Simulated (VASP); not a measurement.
Input of a VASP 6.6.1 run:

Contents of INCAR:

```
PREC = Accurate ; ENCUT = 600
EDIFF = 1E-7 ; ISMEAR = 0
SIGMA = 0.03 ; LREAL = F
LASPH = T ; NELM = 80
ALGO = Normal ; ISIF = 3
LWAVE = F ; LCHARG = F
GGA = PS ; IBRION = 2
NSW = 90 ; EDIFFG = -0.005
```

KPOINTS

```
Automatic mesh
0
Gamma
  12 12 12
```

POSCAR

```
CdO                                     
1.0
    0.0000000000      2.3523961160      2.3523961160
    2.3523961160      0.0000000000      2.3523961160
    2.3523961160      2.3523961160      0.0000000000
  Cd              O             
     1     1
Direct
     0.0000000000000000    0.0000000000000000    0.0000000000000000
     0.5000000000000000    0.5000000000000000    0.5000000000000000
```

Potentials or basis: VASP PAW PBE potentials, release 64 (Cd, O).

The run is started by

```bash
$ cat potpaw_PBE.64/Cd/POTCAR potpaw_PBE.64/O/POTCAR > POTCAR
$ mpirun -np 1 vasp_std > vasp.out
```

Task: What does it give for the band gap on the k mesh?

Result: None (metal or under the smearing width).

Final structure:
```cif
data_structure
_symmetry_space_group_name_H-M 'P 1'
_symmetry_Int_Tables_number 1
_cell_length_a 3.3268
_cell_length_b 3.3268
_cell_length_c 3.3268
_cell_angle_alpha 60.000
_cell_angle_beta 60.000
_cell_angle_gamma 60.000
_cell_volume 26.04
loop_
_atom_site_label
_atom_site_type_symbol
_atom_site_fract_x
_atom_site_fract_y
_atom_site_fract_z
_atom_site_occupancy
Cd1 Cd 0.00000 0.00000 0.00000 1
O1 O 0.50000 0.50000 0.50000 1
```

Caveat: the relaxation stopped at its first step, so nothing moved; this crystal is a semiconductor, whose small gap the functional closes, so the metal is an error of the method.
